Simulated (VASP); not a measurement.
# O2C in VASP: notebook

The runs below take O2C through relaxation of the atoms, vibrations by finite differences, with LDA.

Everything below comes from runs of VASP 6.6.1. Logs are shortened: lines on timing, memory, paths and dates and some standing lists are left out, and cuts for length are marked.

**1. The structure**

The cell holds a molecule in a box, 3 atoms: a = 12.155 Å, b = 12.655 Å, c = 13.155 Å, α = 90.00°, β = 90.00°, γ = 90.00°.

**2. Relaxation of the atoms, LDA**

Input file INCAR:

```
SYSTEM = CO2
PREC = Accurate
ENCUT = 400
EDIFF = 1E-6
ISMEAR = 0
SIGMA = 0.01
LREAL = .FALSE.
LASPH = .TRUE.
NELM = 100
ALGO = Normal
ISIF = 2
LWAVE = .FALSE.
LCHARG = .FALSE.
IBRION = 2
NSW = 120
EDIFFG = -0.03
ISYM = 0
```

Input file KPOINTS:

```
regular mesh
0
G
  1 1 1
  0 0 0
```

Input file POSCAR:

```
CO2
1.0
   12.1554342666      0.0000000000      0.0000000000
    0.0000000000     12.6554342666      0.0000000000
    0.0000000000      0.0000000000     13.1554342666
O C
2 1
Selective dynamics
Direct
    0.4862752546      0.5649009670      0.4370815809  F F F
    0.5137244403      0.4430003210      0.5629181160  T T T
    0.5000003051      0.5039513278      0.5000003031  T T T
```

Potentials or basis: VASP PAW LDA potentials, release 64 (O, C).

Started as:

```
$ cat potpaw_LDA.64/O/POTCAR potpaw_LDA.64/C/POTCAR > POTCAR
$ mpirun -np 1 vasp_gam > vasp.out
```

OUTCAR:

```text
SYSTEM = CO2
   PREC = Accurate
   ENCUT = 400
   EDIFF = 1E-6
   ISMEAR = 0
   LREAL = .FALSE.
   LASPH = .TRUE.
   NELM = 100
   ISIF = 2
   IBRION = 2
   NSW = 120
   EDIFFG = -0.03
   ISYM = 0

 ion  position               nearest neighbor table
   1  0.486  0.565  0.437-   3 1.14
   2  0.514  0.443  0.563-   3 1.14
   3  0.500  0.504  0.500-   1 1.14   2 1.14

IMPORTANT INFORMATION: All symmetrisations will be switched off!
NOSYMM: (Re-)initialisation of all symmetry stuff for point group C_1.

----------------------------------------------------------------------------------------

                                     Primitive cell

  volume of cell :    2023.7307

  direct lattice vectors                    reciprocal lattice vectors
    12.155434267  0.000000000  0.000000000     0.082267731  0.000000000  0.000000000
     0.000000000 12.655434267  0.000000000     0.000000000  0.079017439  0.000000000
     0.000000000  0.000000000 13.155434267     0.000000000  0.000000000  0.076014214

  length of vectors
    12.155434267 12.655434267 13.155434267     0.082267731  0.079017439  0.076014214

  position of ions in fractional coordinates (direct lattice)
     0.486275255  0.564900967  0.437081581
     0.513724440  0.443000321  0.562918116
     0.500000305  0.503951328  0.500000303

  ion indices of the primitive-cell ions
   primitive index   ion index
                 1           1
                 2           2
                 3           3

----------------------------------------------------------------------------------------

 KPOINTS: regular mesh

Automatic generation of k-mesh.
 Grid dimensions read from file:
 generate k-points for:    1    1    1

 Generating k-lattice:

  Cartesian coordinates                     Fractional coordinates (reciprocal lattice)
     0.082267731  0.000000000  0.000000000     1.000000000  0.000000000  0.000000000
     0.000000000  0.079017439  0.000000000     0.000000000  1.000000000  0.000000000
     0.000000000  0.000000000  0.076014214     0.000000000  0.000000000  1.000000000

  Length of vectors
     0.082267731  0.079017439  0.076014214

  Shift w.r.t. Gamma in fractional coordinates (k-lattice)
     0.000000000  0.000000000  0.000000000

 Subroutine IBZKPT returns following result:
 ===========================================

 Found      1 irreducible k-points:

 Following reciprocal coordinates:
            Coordinates               Weight
  0.000000  0.000000  0.000000      1.000000
   k-points           NKPTS =      1   k-points in BZ     NKDIM =      1   number of bands    NBANDS=     12
   number of dos      NEDOS =    301   number of ions     NIONS =      3
   total plane-waves  NPLWV = 604800
   dimension x,y,z NGX =    80 NGY =   84 NGZ =   90
   dimension x,y,z NGXF=   160 NGYF=  168 NGZF=  180
   ions per type =               2   1
   NGX,Y,Z   is equivalent  to a cutoff of  10.94, 11.03, 11.37 a.u.
   NGXF,Y,Z  is equivalent  to a cutoff of  21.88, 22.07, 22.75 a.u.
 SYSTEM =  CO2
   PREC   = accura    normal or accurate (medium, high low for compatibility)
   ISTART =      0    job   : 0-new  1-cont  2-samecut
   ICHARG =      2    charge: 1-file 2-atom 10-const
   ISPIN  =      1    spin polarized calculation?
   LNONCOLLINEAR =      F non collinear calculations
   LSORBIT =      F    spin-orbit coupling
   LASPH  =      T    aspherical Exc in radial PAW
   ENCUT  =  400.0 eV  29.40 Ry    5.42 a.u.  19.82 20.64 21.45*2*pi/ulx,y,z
   NELM   =    100;   NELMIN=  2; NELMDL= -5     # of ELM steps
   EDIFF  = 0.1E-05   stopping-criterion for ELM
   LREAL  =      F    real-space projection
   EDIFFG = -.3E-01   stopping-criterion for IOM
   NSW    =    120    number of steps for IOM
   IBRION =      2    ionic relax: 0-MD 1-quasi-New 2-CG
   NFREE  =      1    steps in history (QN), initial steepest desc. (CG)
   ISIF   =      2    stress and relaxation
   ISYM   =      0    0-nonsym 1-usesym 2-fastsym
   POTIM  = 0.5000    time-step for ionic-motion
   TEBEG  =    0.0;   TEEND  =   0.0 temperature during run
   PSTRESS=    0.0 pullay stress
   NELECT =      16.0000    total number of electrons
   NUPDOWN=      -1.0000    fix difference up-down
   EMIN   =  10.00;   EMAX   =-10.00  energy-range for DOS
   EFERMI =   0.00;   METHOD = LEGACY
   ISMEAR =     0;   SIGMA  =   0.01  broadening in eV -4-tet -1-fermi 0-gaus
   EFERMI_NEDOS =   21; number of points for ismear=-14 and -15
   IALGO  =     38    algorithm
   IMIX   =      4    mixing-type and parameters
     AMIX     =   0.40;   BMIX     =  1.00
     AMIX_MAG =   1.60;   BMIX_MAG =  1.00
  volume/ion in A,a.u.               =     674.58      4552.27
  Fermi-wavevector in a.u.,A,eV,Ry     =   0.326135  0.616306  1.447170  0.106364
  Thomas-Fermi vector in A             =   1.217734
   LORBIT       =      0    0 simple, 1 ext, 2 COOP (PROOUT), +10 PAW based schemes
   GGA     = CA    functional components
   LHFCALC =     F    Hartree Fock is set to
   AEXX    =    0.0000 exact exchange contribution
   IVDW    =     0    specifies the selected vdW correction
   LEPSILON=     F    determine dielectric tensor
   LRPA    =     F    only Hartree local field effects (RPA)
 conjugate gradient relaxation of ions
 non-spin polarized calculation
 Gauss-broadening in eV      SIGMA  =   0.01
  energy-cutoff  :      400.00
  volume of cell :     2023.73
 maximum number of plane-waves:     18401
 NGX is ok and might be reduce to    80
   NGX = 39   NGY = 41   NGZ = 43

--------------------------------------- Ionic step        1  -------------------------------------------

 number of electron      16.0000005 magnetization

 Free energy of the ion-electron system (eV)
  ---------------------------------------------------
  ext. energy  EPLUGINS =         0.00000000
  ---------------------------------------------------
  free energy    TOTEN  =       -24.51114641 eV

  energy without entropy =      -24.51114641  energy(sigma->0) =      -24.51114641

------------------------ aborting loop because EDIFF is reached ----------------------------------------

  FORCE on cell =-STRESS in cart. coord.  units (eV):
  Direction    XX          YY          ZZ          XY          YZ          ZX
  --------------------------------------------------------------------------------------
  -------------------------------------------------------------------------------------
  Total       -1.3352926      1.6828879      2.1710344     -0.6842777     -3.3852630      0.7317429
  in kB       -1.0571444      1.3323338      1.7187969     -0.5417392     -2.6800955      0.5793171
  external PRESSURE =       0.6646621 kB  Pullay stress =       0.0000000 kB

 VOLUME and BASIS-vectors are now :
 -----------------------------------------------------------------------------
  energy-cutoff  :      400.00
  volume of cell :     2023.73
      direct lattice vectors                 reciprocal lattice vectors
    12.155434267  0.000000000  0.000000000     0.082267731  0.000000000  0.000000000
     0.000000000 12.655434267  0.000000000     0.000000000  0.079017439  0.000000000
     0.000000000  0.000000000 13.155434267     0.000000000  0.000000000  0.076014214
[... 260 lines left out ...]
 POSITION                                       TOTAL-FORCE (eV/Angst)
 -----------------------------------------------------------------------------------
      5.91089      7.14907      5.75000        -0.005847      0.030521     -0.031159
      6.25170      5.57324      7.44095         0.000188     -0.002677      0.000993
      6.08126      6.36132      6.59534         0.005659     -0.027845      0.030166
 -----------------------------------------------------------------------------------
    total drift:                                0.000393     -0.000087     -0.002752

  FREE ENERGIE OF THE ION-ELECTRON SYSTEM (eV)
  ---------------------------------------------------
  free  energy   TOTEN  =       -24.5805923206 eV

  energy  without entropy=      -24.5805923206  energy(sigma->0) =      -24.58059232

--------------------------------------- Ionic step        9  -------------------------------------------

 number of electron      15.9999995 magnetization

 Free energy of the ion-electron system (eV)
  ---------------------------------------------------
  ext. energy  EPLUGINS =         0.00000000
  ---------------------------------------------------
  free energy    TOTEN  =       -24.58059500 eV

  energy without entropy =      -24.58059500  energy(sigma->0) =      -24.58059500

 E-fermi :  -9.1382     XC(G=0):  -0.3777

 val. band max:       -9.2256294224   @ k =   0.0000   0.0000   0.0000
 cond. band min:      -0.9689039236   @ k =   0.0000   0.0000   0.0000
 fundamental gap:      8.2567254988
 Fermi energy:        -9.1381926644

 k-point     1 :       0.0000    0.0000    0.0000
  band No.  band energies     occupation
      1     -29.1243      2.00000
      2     -28.1631      2.00000
      3     -13.6812      2.00000
      4     -12.8881      2.00000
      5     -12.8880      2.00000
      6     -12.6614      2.00000
      7      -9.2258      2.00000
      8      -9.2256      2.00000
      9      -0.9689      0.00000
     10      -0.6687      0.00000
     11      -0.6681      0.00000
     12       0.2419      0.00000

------------------------ aborting loop because EDIFF is reached ----------------------------------------

  FORCE on cell =-STRESS in cart. coord.  units (eV):
  Direction    XX          YY          ZZ          XY          YZ          ZX
  --------------------------------------------------------------------------------------
  -------------------------------------------------------------------------------------
  Total       -1.4903907     -1.3297179     -1.2993254     -0.0354863     -0.1653946      0.0353123
  in kB       -1.1799348     -1.0527309     -1.0286694     -0.0280943     -0.1309421      0.0279566
  external PRESSURE =      -1.0871117 kB  Pullay stress =       0.0000000 kB
[... 10 lines left out ...]
 POSITION                                       TOTAL-FORCE (eV/Angst)
 -----------------------------------------------------------------------------------
      5.91089      7.14907      5.75000         0.003549     -0.013053      0.015702
      6.25177      5.57285      7.44134         0.000907     -0.005975      0.004692
      6.08136      6.36086      6.59583        -0.004455      0.019028     -0.020394
 -----------------------------------------------------------------------------------
    total drift:                                0.000315      0.000431     -0.003224

  FREE ENERGIE OF THE ION-ELECTRON SYSTEM (eV)
  ---------------------------------------------------
  free  energy   TOTEN  =       -24.5805950018 eV

  energy  without entropy=      -24.5805950018  energy(sigma->0) =      -24.58059500

 reached required accuracy - stopping structural energy minimisation
```

Wall time 2.3 min (1 thread of Intel Xeon 6975P-C (Granite Rapids), shared host); peak memory 0.76 GiB.

What came out:

```yaml
Free_energy: -24.5806 eV
Energy_gained_by_relaxing: 23.1 meV/atom
Ionic_steps: 9
Gap_between_the_frontier_levels: 8.26 eV
```

The path:
```csv
step,energy change (eV),largest force (eV/Å),pressure (GPa)
1,0.0000,2.8877,0.07
2,0.4545,9.6262,-0.31
3,-0.0369,2.7697,-0.03
4,-0.0008,3.3948,-0.22
5,-0.0694,0.1338,-0.11
6,-0.0694,0.1697,-0.11
7,-0.0684,0.4675,-0.09
8,-0.0694,0.0440,-0.11
9,-0.0694,0.0282,-0.11
```

Final structure:
```cif
data_structure
_symmetry_space_group_name_H-M 'P 1'
_symmetry_Int_Tables_number 1
_cell_length_a 12.1554
_cell_length_b 12.6554
_cell_length_c 13.1554
_cell_angle_alpha 90.000
_cell_angle_beta 90.000
_cell_angle_gamma 90.000
_cell_volume 2023.73
loop_
_atom_site_label
_atom_site_type_symbol
_atom_site_fract_x
_atom_site_fract_y
_atom_site_fract_z
_atom_site_occupancy
O1 O 0.48628 0.56490 0.43708 1
O2 O 0.51432 0.44035 0.56565 1
C1 C 0.50030 0.50262 0.50138 1
```

Levels at points of the mesh, in eV from the valence-band top:
| k point | band 4 | band 5 | band 6 | band 7 | band 8 | band 9 | band 10 | band 11 | band 12 |
| --- | --- | --- | --- | --- | --- | --- | --- | --- | --- |
| (0.00, 0.00, 0.00) | -3.66 | -3.66 | -3.44 | 0.00 | 0.00 | 8.26 | 8.56 | 8.56 | 9.47 |

Caveat: the cutoff is under 1.25 times the usual one of these potentials, so pressure, stress and relaxed cells hold a basis-set (Pulay) error; the standard files for N, O and F lose accuracy on very short bonds.

**3. Vibrations by finite differences, LDA**

Input file INCAR:

```
SYSTEM = CO2
PREC = Accurate
ENCUT = 400
EDIFF = 1E-7
ISMEAR = 0
SIGMA = 0.01
LREAL = .FALSE.
LASPH = .TRUE.
NELM = 100
ALGO = Normal
ISIF = 2
LWAVE = .FALSE.
LCHARG = .FALSE.
IBRION = 5
NFREE = 2
POTIM = 0.015
NSW = 1
ISYM = 0
```

Input file KPOINTS:

```
Automatic mesh
0
G
  1 1 1
  0 0 0
```

Input file POSCAR:

```
CO2                                     
1.0
   12.1554342666      0.0000000000      0.0000000000
    0.0000000000     12.6554342666      0.0000000000
    0.0000000000      0.0000000000     13.1554342666
  O               C             
     2     1
Selective dynamics
Direct
0.4862752546000024  0.5649009669999998  0.4370815808999993  T T T
0.5143192473203146  0.4403524818127912  0.5656473966176363  T T T
0.5002994496107935  0.5026191371621801  0.5013768210591064  T T T
```

Potentials or basis: VASP PAW LDA potentials, release 64 (O, C).

Started as:

```
$ cat potpaw_LDA.64/O/POTCAR potpaw_LDA.64/C/POTCAR > POTCAR
$ mpirun -np 1 vasp_gam > vasp.out
```

Wall time 6.3 min (1 thread of Intel Xeon 6975P-C (Granite Rapids), shared host); peak memory 0.78 GiB.

It converged, with:

| Quantity | Value |
| --- | --- |
| Highest phonon frequency at Γ, LO-TO splitting left out | 2421 cm⁻¹ |
| Most unstable mode | 29i cm⁻¹ |

Phonon frequencies in cm⁻¹ (negative: imaginary):
| q point | frequencies |
| --- | --- |
| (0.000, 0.000, 0.000) | -29 -8 0 10 18 640 642 1348 2421 |

Caveat: the cutoff is under 1.25 times the usual one of these potentials, so pressure, stress and relaxed cells hold a basis-set (Pulay) error; some modes are imaginary; the standard files for N, O and F lose accuracy on very short bonds.
